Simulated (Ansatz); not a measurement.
Where the states of N lie

```
N
1.0
     0.00000    2.09207    2.09207
     2.09207    0.00000    2.09207
     2.09207    2.09207    0.00000
N
2
Direct
  0.00000 0.00000 0.00000
  0.25000 0.25000 0.25000
```

The structure comes from a relaxation in the same program, started in the diamond type, and has space group Fd-3m. Whether it is a known phase or the ground state wasn't checked.

The calculation used DFT, PBE, all-electron LAPW, scalar-relativistic in Ansatz 0.2.0.

Numerical set-up: a Γ-centred 13×13×13 k mesh, Fermi–Dirac smearing of 0.08 eV, basis error target 0.25 meV/atom, no spin polarisation.

States per eV and cell, averaged over 0.6 eV, from -5.8 to 0.0 eV, with energies (bin centres) from the Fermi level; empty bins are left out. 

```tsv
E (eV)	total
-5.6	1.27
-5.0	0.99
-4.4	0.42
-3.8	0.11
-3.2	0.06
-2.6	0.32
-2.0	0.45
-1.4	0.61
-0.8	1.08
-0.2	0.94
```
